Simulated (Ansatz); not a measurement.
# Relaxing Be$_{17}$Se$_{16}$

All numbers below come from Ansatz 0.2.0, DFT PBEsol, scalar-relativistic, plane waves, PAW. (420 eV cutoff, 2×2×2 k-mesh, shifted by half a step, Gaussian smearing of 0.01 eV, no spin polarisation)

What was changed: Be interstitial, charge +2, atoms relaxed at the host's cell.

In a supercell of 33 atoms the defect feels its periodic images.

Spin polarisation was left out.

Command:

```bash
ansatz run input.yaml --threads 4 --pin off --max-ram 6144MiB --backend cpu --events-out ev --progress --plain --runs-dir out
```

Input:

```yaml
crystal:
  lattice:
    - [-5.1287175262, -5.1287175262, -5.1287175262]
    - [-5.1287175262, 5.1287175262, 5.1287175262]
    - [5.1287175262, 5.1287175262, -5.1287175262]
  atoms:
    - { symbol: Be, position: [0.7528124893, 0.0, 0.2509166272] }
    - { symbol: Be, position: [0.5009166272, 0.0, 0.5028124893] }
    - { symbol: Be, position: [0.25, 0.0, 0.7413669336] }
    - { symbol: Be, position: [0.7471875107, 0.4971875107, 0.7481041379] }
    - { symbol: Be, position: [0.7528124893, 0.2509166272, 0.0] }
    - { symbol: Be, position: [0.5086330664, 0.2586330664, 0.2586330664] }
    - { symbol: Be, position: [0.25, 0.2509166272, 0.5028124893] }
    - { symbol: Be, position: [-0.0009166272, 0.2518958621, 0.7490833728] }
    - { symbol: Be, position: [-0.0086330664, 0.0, 0.0] }
    - { symbol: Be, position: [0.7471875107, 0.7481041379, 0.4971875107] }
    - { symbol: Be, position: [0.5018958621, 0.7490833728, 0.7490833728] }
    - { symbol: Be, position: [0.5009166272, 0.5028124893, 0.0] }
    - { symbol: Be, position: [0.25, 0.5028124893, 0.2509166272] }
    - { symbol: Be, position: [-0.0018958621, 0.4971875107, 0.4971875107] }
    - { symbol: Be, position: [0.25, 0.7413669336, 0.0] }
    - { symbol: Be, position: [-0.0009166272, 0.7490833728, 0.2518958621] }
    - { symbol: Se, position: [0.5010412737, 0.0, 0.2510412737] }
    - { symbol: Se, position: [0.25, 0.0, 0.4965150579] }
    - { symbol: Se, position: [-0.0010412737, 0.0, 0.7489587263] }
    - { symbol: Se, position: [0.5, 0.5, 0.75] }
    - { symbol: Se, position: [0.5010412737, 0.2510412737, 0.0] }
    - { symbol: Se, position: [0.25, 0.2510412737, 0.2510412737] }
    - { symbol: Se, position: [0.0, 0.25, 0.5] }
    - { symbol: Se, position: [0.75, 0.25, 0.75] }
    - { symbol: Se, position: [0.7465150579, 0.0, 0.0] }
    - { symbol: Se, position: [0.5, 0.75, 0.5] }
    - { symbol: Se, position: [0.25, 0.7489587263, 0.7489587263] }
    - { symbol: Se, position: [0.25, 0.4965150579, 0.0] }
    - { symbol: Se, position: [0.0, 0.5, 0.25] }
    - { symbol: Se, position: [0.7534849421, 0.5034849421, 0.5034849421] }
    - { symbol: Se, position: [-0.0010412737, 0.7489587263, 0.0] }
    - { symbol: Se, position: [0.75, 0.75, 0.25] }
    - { symbol: Be, position: [0.25, 0.0, 0.0] }
  host:
    lattice:
      - [0.0, 2.5643587631, 2.5643587631]
      - [2.5643587631, 0.0, 2.5643587631]
      - [2.5643587631, 2.5643587631, 0.0]
    atoms:
      - { symbol: Be, position: [0.0, 0.0, 0.0] }
      - { symbol: Se, position: [0.25, 0.25, 0.25] }
total_charge: 2
basis:
  ecutwfc: 420
  xc_grid: 2
kpoints:
  mp_grid: { grid: [2, 2, 2], shift: [0.5, 0.5, 0.5] }
hamiltonian:
  xc: pbesol
scf:
  occupations: { method: gaussian, width: 0.01 }
output:
  forces: true
  stress: false
  eigenvalues: true
  charged_corrections:
    defect_position: [0.25, 0.0, 0.0]
    epsilon: [[7.7419, 0.0, 0.0], [0.0, 7.7419, 0.0], [0.0, 0.0, 7.7419]]
  write_density: true
  write_potential: true
  elf: true
  volumetric_format: npy
relax:
  adjacent_minimum: "off"
  f_tol: 0.025
  max_steps: 45
```

F is the free energy.

Steps:

```tsv
step	F − F(1) (eV)	largest force component (eV/Å)
1	0.0000	0.498
2	-0.0890	0.139
3	-0.1060	0.015
4	-0.1060	0.015
```

Relaxed structure:

```xyz
33
Lattice="-5.1287 -5.1287 -5.1287 -5.1287 5.1287 5.1287 5.1287 5.1287 -5.1287" Properties=species:S:1:pos:R:3 pbc="T T T"
Be   -2.5801   -2.5801   -5.1394
Be    0.0157    0.0157   -5.1394
Be    2.4978    2.4978   -5.0622
Be   -2.5537    2.5486   -5.1130
Be   -5.1394   -2.5801   -2.5801
Be   -2.6309    0.0666   -2.6309
Be    0.0157    2.5750   -2.5801
Be    2.5486    5.1444   -2.5537
Be    0.0666    0.0666    0.0666
Be   -5.1130    2.5486   -2.5537
Be   -2.5801    5.1181   -2.5801
Be   -5.1394    0.0157    0.0157
Be   -2.5801    2.5750    0.0157
Be    0.0157    5.1181    0.0157
Be   -5.0622    2.4978    2.4978
Be   -2.5537    5.1444    2.5486
Se   -1.2822   -1.2822   -3.8191
Se    1.2588    1.2588   -3.8232
Se    3.8465    3.8465   -3.8739
Se   -1.2822    3.8465   -3.8465
Se   -3.8191   -1.2822   -1.2822
Se   -1.2822    1.2548   -1.2822
Se    1.2822    3.8465   -1.2822
Se   -1.2822    1.2822   -6.4109
Se   -3.8232   -3.8232   -3.8232
Se   -3.8465    3.8465   -1.2822
Se   -1.2822    6.4383   -1.2822
Se   -3.8232    1.2588    1.2588
Se   -1.2822    3.8465    1.2822
Se   -3.8699    1.3056   -3.8699
Se   -3.8739    3.8465    3.8465
Se   -6.4109    1.2822   -1.2822
Be   -1.2822   -1.2822   -1.2822
```

The run converged. Time: 35 s on 4 threads of Arm Neoverse V2 (shared host), peak memory 1.2 GiB.